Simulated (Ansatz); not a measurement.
# What strain does to NaF (CsCl type)

NaF (CsCl type), relaxed with r2SCAN in Ansatz 0.2.0. It is cubic, Pm-3m (No. 221); a = 2.793 Å in the conventional setting, 10.90 Å³ an atom. Na is surrounded by 8 F at 2.42 Å; F is surrounded by 8 Na at 2.42 Å.

The axes x, y and z are those of this cell:
```xyz
2
Lattice="2.7935 0.0000 0.0000 0.0000 2.7935 0.0000 0.0000 0.0000 2.7935" Properties=species:S:1:pos:R:3 pbc="T T T"
Na    0.0000    0.0000    0.0000
F     1.3967    1.3967    1.3967
```

Unstrained: PBE gives an indirect gap of 6.128 eV, from M to Γ; the least direct gap is 6.466 eV at Γ. The r2SCAN gap is indirect, 7.058 eV (M to Γ), below the direct gap of 7.398 eV at Γ. The HSE06 gap is indirect, 8.331 eV (M to Γ), below the direct gap of 8.683 eV at Γ. Meshes: PBE 10×10×10, r2SCAN 10×10×10, HSE06 6×6×6. Strains are changes of length per length, and xy shears are angles. After each strain the atoms were relaxed again with r2SCAN within the symmetry that the strain leaves, so tilts or polar shifts that break it weren't tested; points keep the names that they have in the unstrained zone. All values are calculated for a non-magnetic cell, which may be hypothetical.

Changes of the least gap in eV (an overlap counts as a negative gap):
```tsv
strain	volume change (%)	space group	PBE	r2SCAN	HSE06	energy rise, r2SCAN (meV/atom)
uniaxial +5.69 % along [111]	+5.7	R-3m	-0.337	-0.355	-0.370	5.6
biaxial -3.87 % in x and y, z held	-7.6	P4/mmm	+0.448	+0.473	+0.499	19.8
xy shear, engineering strain (angle) +5.78 %	-0.1	Cmmm	+0.013	+0.011	+0.013	0.7
```

Uniaxial +5.69 % along [111], other directions held. HSE06: the gap goes from 8.331 to 7.961 eV (-0.370 eV). Stress change with r2SCAN, compression positive: xx -2.74, yy -2.74, zz -2.74, xy +0.14, xz +0.14, yz +0.14 GPa.

Biaxial -3.87 % in x and y, z held. HSE06: the gap goes from 8.331 to 8.830 eV (+0.499 eV). Stress change with r2SCAN, compression positive: xx +8.23, yy +8.23, zz +0.64 GPa.

Xy shear, engineering strain (angle) +5.78 %. HSE06: the gap goes from 8.331 to 8.344 eV (+0.013 eV). Stress change with r2SCAN, compression positive: xx +0.24, yy +0.24, zz +0.23, xy -0.36 GPa.

The meshes of the hybrids are coarse, so their gaps aren't converged to the digits shown.
